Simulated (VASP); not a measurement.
# Ta (Im-3m) in VASP: a series of runs

The runs below take Ta through single point, with PBE.

All numbers are computed with VASP 6.6.1; they aren't measurements. Logs are shortened: lines on timing, memory, paths and dates and some standing lists are left out, and cuts for length are marked.

## Step 1: The undisturbed crystal

The structure is cubic, space group Im-3m (No. 229). The conventional cell has a = 3.303 Å, b = 3.303 Å, c = 3.303 Å, α = 90.00°, β = 90.00°, γ = 90.00°. Ta (site symmetry m-3m) has 8 Ta at 2.86 Å as nearest neighbours.

## Step 2: Single point, PBE (grid = ENCUT=350 dk=0.9 cell=2x2x2 ISMEAR=1 SIGMA=0.1 LREAL=Auto EDIFF=1e-06)

File INCAR:

```
SYSTEM = Ta
ALGO = Fast
EDIFF = 1E-6
ENCUT = 350
GGA = PE
ISIF = 2
ISMEAR = 1
LASPH = .TRUE.
LCHARG = .FALSE.
LREAL = Auto
LWAVE = .FALSE.
NBANDS = 52
NELM = 120
PREC = Accurate
SIGMA = 0.1
```

File KPOINTS:

```
k-points
0
G
  2 2 2
  0 0 0
```

File POSCAR:

```
Ta
1.0
   -3.3025600000      3.3025600000      3.3025600000
    3.3025600000     -3.3025600000      3.3025600000
    3.3025600000      3.3025600000     -3.3025600000
Ta
8
Direct
    0.0000000000      0.0000000000      0.0000000000
    0.0000000000      0.0000000000      0.5000000000
    0.0000000000      0.5000000000      0.0000000000
    0.0000000000      0.5000000000      0.5000000000
    0.5000000000      0.0000000000      0.0000000000
    0.5000000000      0.0000000000      0.5000000000
    0.5000000000      0.5000000000      0.0000000000
    0.5000000000      0.5000000000      0.5000000000
```

Potentials or basis: VASP PAW PBE potentials, release 64 (Ta_pv).

The run is started by

```sh
$ cat potpaw_PBE.64/Ta_pv/POTCAR > POTCAR
$ mpirun -np 1 vasp_std > vasp.out
```

OUTCAR:

```text
SYSTEM = Ta
   EDIFF = 1E-6
   ENCUT = 350
   GGA = PE
   ISIF = 2
   ISMEAR = 1
   LASPH = .TRUE.
   LREAL = Auto
   NELM = 120
   PREC = Accurate

 Found      3 irreducible k-points:

 Following reciprocal coordinates:
            Coordinates               Weight
  0.000000  0.000000  0.000000      1.000000
  0.500000  0.000000  0.000000      6.000000
  0.500000  0.500000  0.500000      1.000000
   k-points           NKPTS =      3   k-points in BZ     NKDIM =      3   number of bands    NBANDS=     52
   number of dos      NEDOS =    301   number of ions     NIONS =      8
   total plane-waves  NPLWV =  46656
   dimension x,y,z NGX =    36 NGY =   36 NGZ =   36
   dimension x,y,z NGXF=    72 NGYF=   72 NGZF=   72
   ions per type =               8
   NGX,Y,Z   is equivalent  to a cutoff of  10.46, 10.46, 10.46 a.u.
   NGXF,Y,Z  is equivalent  to a cutoff of  20.93, 20.93, 20.93 a.u.
 SYSTEM =  Ta
   PREC   = accura    normal or accurate (medium, high low for compatibility)
   ISTART =      0    job   : 0-new  1-cont  2-samecut
   ICHARG =      2    charge: 1-file 2-atom 10-const
   ISPIN  =      1    spin polarized calculation?
   LNONCOLLINEAR =      F non collinear calculations
   LSORBIT =      F    spin-orbit coupling
   LASPH  =      T    aspherical Exc in radial PAW
   ENCUT  =  350.0 eV  25.72 Ry    5.07 a.u.   8.73  8.73  8.73*2*pi/ulx,y,z
   NELM   =    120;   NELMIN=  2; NELMDL= -5     # of ELM steps
   EDIFF  = 0.1E-05   stopping-criterion for ELM
   LREAL  =      T    real-space projection
   EDIFFG = 0.1E-04   stopping-criterion for IOM
   NSW    =      0    number of steps for IOM
   IBRION =     -1    ionic relax: 0-MD 1-quasi-New 2-CG
   NFREE  =      0    steps in history (QN), initial steepest desc. (CG)
   ISIF   =      2    stress and relaxation
   ISYM   =      2    0-nonsym 1-usesym 2-fastsym
   POTIM  = 0.5000    time-step for ionic-motion
   TEBEG  =    0.0;   TEEND  =   0.0 temperature during run
   PSTRESS=    0.0 pullay stress
   NELECT =      88.0000    total number of electrons
   NUPDOWN=      -1.0000    fix difference up-down
   EMIN   =  10.00;   EMAX   =-10.00  energy-range for DOS
   EFERMI =   0.00;   METHOD = LEGACY
   ISMEAR =     1;   SIGMA  =   0.10  broadening in eV -4-tet -1-fermi 0-gaus
   EFERMI_NEDOS =   21; number of points for ismear=-14 and -15
   IALGO  =     68    algorithm
   IMIX   =      4    mixing-type and parameters
     AMIX     =   0.40;   BMIX     =  1.00
     AMIX_MAG =   1.60;   BMIX_MAG =  1.00
  volume/ion in A,a.u.               =      18.01       121.54
  Fermi-wavevector in a.u.,A,eV,Ry     =   1.388988  2.624806 26.249534  1.929286
  Thomas-Fermi vector in A             =   2.513061
   LORBIT       =      0    0 simple, 1 ext, 2 COOP (PROOUT), +10 PAW based schemes
   GGA     = PE    functional components
   LHFCALC =     F    Hartree Fock is set to
   AEXX    =    0.0000 exact exchange contribution
   IVDW    =     0    specifies the selected vdW correction
   LEPSILON=     F    determine dielectric tensor
   LRPA    =     F    only Hartree local field effects (RPA)
 non-spin polarized calculation
 RMM-DIIS sequential band-by-band and
 Methfessel and Paxton  Order N= 1 SIGMA  =   0.10
  energy-cutoff  :      350.00
  volume of cell :      144.08
 maximum number of plane-waves:      2214
 NGX is ok and might be reduce to    36
   NGX = 17   NGY = 17   NGZ = 17

 number of electron      88.0000054 magnetization

 Free energy of the ion-electron system (eV)
  ---------------------------------------------------
  ext. energy  EPLUGINS =         0.00000000
  ---------------------------------------------------
  free energy    TOTEN  =       -95.20296943 eV

  energy without entropy =      -95.16188943  energy(sigma->0) =      -95.18927610

 E-fermi :   5.4038     XC(G=0): -12.6216

 val. band max:        5.3938665989   @ k =   0.5000   0.0000   0.0000
 cond. band min:       6.2128720326   @ k =   0.0000   0.0000   0.0000
 fundamental gap:      0.8190054337
 Fermi energy:         5.4037672486

 k-point     1 :       0.0000    0.0000    0.0000
  band No.  band energies     occupation
      1     -28.7740      2.00000
      2     -28.7740      2.00000
      3     -28.7740      2.00000
      4     -28.7740      2.00000
      5     -28.7740      2.00000
      6     -28.7740      2.00000
[... 44 lines left out ...]
     51       9.3832      0.00000
     52       9.4339      0.00000

 k-point     2 :       0.5000    0.0000    0.0000
  band No.  band energies     occupation
      1     -28.5995      2.00000
      2     -28.5995      2.00000
      3     -28.5643      2.00000
      4     -28.5643      2.00000
      5     -28.5643      2.00000
      6     -28.5643      2.00000
[... 44 lines left out ...]
     51       8.8358      0.00000
     52       8.9912      0.00000

 k-point     3 :       0.5000    0.5000    0.5000
  band No.  band energies     occupation
      1     -28.2360      2.00000
      2     -28.2360      2.00000
      3     -28.2360      2.00000
      4     -28.2360      2.00000
      5     -28.2360      2.00000
      6     -28.2360      2.00000
[... 44 lines left out ...]
     51       6.7372     -0.00000
     52       6.7372     -0.00000

------------------------ aborting loop because EDIFF is reached ----------------------------------------

  FORCE on cell =-STRESS in cart. coord.  units (eV):
  Direction    XX          YY          ZZ          XY          YZ          ZX
  --------------------------------------------------------------------------------------
  -------------------------------------------------------------------------------------
  Total        2.7684253      2.7684253      2.7684253      0.0000000      0.0000000     -0.0000000
  in kB       30.7844393     30.7844393     30.7844393      0.0000000      0.0000000     -0.0000000
  external PRESSURE =      30.7844393 kB  Pullay stress =       0.0000000 kB

 VOLUME and BASIS-vectors are now :
 -----------------------------------------------------------------------------
  energy-cutoff  :      350.00
  volume of cell :      144.08
      direct lattice vectors                 reciprocal lattice vectors
    -3.302560000  3.302560000  3.302560000     0.000000000  0.151397704  0.151397704
     3.302560000 -3.302560000  3.302560000     0.151397704  0.000000000  0.151397704
     3.302560000  3.302560000 -3.302560000     0.151397704  0.151397704  0.000000000

 POSITION                                       TOTAL-FORCE (eV/Angst)
 -----------------------------------------------------------------------------------
      0.00000      0.00000      0.00000        -0.000000     -0.000000     -0.000000
      1.65128      1.65128     -1.65128         0.000000      0.000000     -0.000000
      1.65128     -1.65128      1.65128        -0.000000     -0.000000      0.000000
      3.30256      0.00000      0.00000         0.000000     -0.000000     -0.000000
     -1.65128      1.65128      1.65128         0.000000      0.000000      0.000000
      0.00000      3.30256      0.00000        -0.000000     -0.000000     -0.000000
      0.00000      0.00000      3.30256         0.000000     -0.000000     -0.000000
      1.65128      1.65128      1.65128         0.000000      0.000000      0.000000
 -----------------------------------------------------------------------------------
    total drift:                                0.000000      0.000000      0.000000

  FREE ENERGIE OF THE ION-ELECTRON SYSTEM (eV)
  ---------------------------------------------------
  free  energy   TOTEN  =       -95.2029694318 eV

  energy  without entropy=      -95.1618894267  energy(sigma->0) =      -95.18927610
```

It took 18 s on 1 thread of Intel Xeon 6975P-C (Granite Rapids), shared host; peak memory 0.2 GiB.

The run converged, but some of its settings lie outside the range that counts as converged, so its numbers aren't taken as properties of the crystal.

What came out:

* Free energy: -95.2030 eV
* Pressure: 3.1 GPa
* Band gap on the k mesh: none (metal or under the smearing width)

Caveat: the k mesh is coarse (spacing up to 0.67 Å⁻¹), so the values aren't converged.

## Step 3: Single point, PBE (grid = ENCUT=350 dk=0.6 cell=2x2x2 ISMEAR=1 SIGMA=0.1 LREAL=Auto EDIFF=1e-06)

INCAR is that of step 2.

File KPOINTS:

```
k-points
0
G
  3 3 3
  0 0 0
```

POSCAR is that of step 2.

Potentials or basis: VASP PAW PBE potentials, release 64 (Ta_pv).

The run is started by

```sh
$ cat potpaw_PBE.64/Ta_pv/POTCAR > POTCAR
$ mpirun -np 1 vasp_std > vasp.out
```

OUTCAR:

```text
SYSTEM = Ta
   EDIFF = 1E-6
   ENCUT = 350
   GGA = PE
   ISIF = 2
   ISMEAR = 1
   LASPH = .TRUE.
   LREAL = Auto
   NELM = 120
   PREC = Accurate

 Found      4 irreducible k-points:

 Following reciprocal coordinates:
            Coordinates               Weight
  0.000000  0.000000  0.000000      1.000000
  0.333333  0.000000  0.000000     12.000000
  0.333333  0.333333  0.000000      8.000000
 -0.333333  0.333333  0.333333      6.000000
   k-points           NKPTS =      4   k-points in BZ     NKDIM =      4   number of bands    NBANDS=     52
   number of dos      NEDOS =    301   number of ions     NIONS =      8
   total plane-waves  NPLWV =  46656
   dimension x,y,z NGX =    36 NGY =   36 NGZ =   36
   dimension x,y,z NGXF=    72 NGYF=   72 NGZF=   72
   ions per type =               8
   NGX,Y,Z   is equivalent  to a cutoff of  10.46, 10.46, 10.46 a.u.
   NGXF,Y,Z  is equivalent  to a cutoff of  20.93, 20.93, 20.93 a.u.
 SYSTEM =  Ta
   PREC   = accura    normal or accurate (medium, high low for compatibility)
   ISTART =      0    job   : 0-new  1-cont  2-samecut
   ICHARG =      2    charge: 1-file 2-atom 10-const
   ISPIN  =      1    spin polarized calculation?
   LNONCOLLINEAR =      F non collinear calculations
[... 63 lines left out ...]
      1     -28.8039      2.00000
      2     -28.8039      2.00000
      3     -28.8039      2.00000
      4     -28.8039      2.00000
      5     -28.8039      2.00000
      6     -28.8039      2.00000
[... 209 lines left out ...]
     51       7.5600      0.00000
     52       7.5607      0.00000

------------------------ aborting loop because EDIFF is reached ----------------------------------------

  FORCE on cell =-STRESS in cart. coord.  units (eV):
  Direction    XX          YY          ZZ          XY          YZ          ZX
  --------------------------------------------------------------------------------------
  -------------------------------------------------------------------------------------
  Total        5.2805500      5.2805500      5.2805500     -0.0000000     -0.0000000     -0.0000000
  in kB       58.7188582     58.7188582     58.7188582     -0.0000000     -0.0000000     -0.0000000
  external PRESSURE =      58.7188582 kB  Pullay stress =       0.0000000 kB

 VOLUME and BASIS-vectors are now :
 -----------------------------------------------------------------------------
  energy-cutoff  :      350.00
  volume of cell :      144.08
      direct lattice vectors                 reciprocal lattice vectors
    -3.302560000  3.302560000  3.302560000     0.000000000  0.151397704  0.151397704
     3.302560000 -3.302560000  3.302560000     0.151397704  0.000000000  0.151397704
     3.302560000  3.302560000 -3.302560000     0.151397704  0.151397704  0.000000000

 POSITION                                       TOTAL-FORCE (eV/Angst)
 -----------------------------------------------------------------------------------
      0.00000      0.00000      0.00000         0.000000      0.000000     -0.000000
      1.65128      1.65128     -1.65128         0.000000      0.000000      0.000000
      1.65128     -1.65128      1.65128        -0.000000     -0.000000      0.000000
      3.30256      0.00000      0.00000         0.000000     -0.000000      0.000000
     -1.65128      1.65128      1.65128        -0.000000      0.000000      0.000000
      0.00000      3.30256      0.00000        -0.000000      0.000000     -0.000000
      0.00000      0.00000      3.30256        -0.000000     -0.000000      0.000000
      1.65128      1.65128      1.65128         0.000000     -0.000000     -0.000000
 -----------------------------------------------------------------------------------
    total drift:                                0.000000      0.000000      0.000000

  FREE ENERGIE OF THE ION-ELECTRON SYSTEM (eV)
  ---------------------------------------------------
  free  energy   TOTEN  =       -93.7836214604 eV

  energy  without entropy=      -93.7430489851  energy(sigma->0) =      -93.77009730
```

It took 23 s on 1 thread of Intel Xeon 6975P-C (Granite Rapids), shared host; peak memory 0.2 GiB.

The run converged, but some of its settings lie outside the range that counts as converged, so its numbers aren't taken as properties of the crystal.

What came out:

```
Free energy            : -93.7836 eV
Pressure               : 5.9 GPa
Band gap on the k mesh : none (metal or under the smearing width)
```

Caveat: the k mesh is coarse (spacing up to 0.45 Å⁻¹), so the values aren't converged.

## Step 4: Single point, PBE (grid = ENCUT=250 dk=0.35 cell=2x2x2 ISMEAR=1 SIGMA=0.1 LREAL=Auto EDIFF=1e-06)

Changes to INCAR since step 3:

```diff
@@ -3,3 +3,3 @@
 EDIFF = 1E-6
-ENCUT = 350
+ENCUT = 250
 GGA = PE
```

File KPOINTS:

```
k-points
0
G
  4 4 4
  0 0 0
```

POSCAR is that of step 3.

The run is started by

```sh
$ cat potpaw_PBE.64/Ta_pv/POTCAR > POTCAR
$ mpirun -np 1 vasp_std > vasp.out
```

It took 35 s on 1 thread of Intel Xeon 6975P-C (Granite Rapids), shared host; peak memory 0.17 GiB.

The run converged, but some of its settings lie outside the range that counts as converged, so its numbers aren't taken as properties of the crystal.

What came out:

| Item | Value |
| --- | --- |
| Free energy | -94.6136 eV |
| Band gap on the k mesh | none (metal or under the smearing width) |

Caveat: the cutoff is under 1.25 times the usual one of these potentials, so pressure, stress and relaxed cells hold a basis-set (Pulay) error.
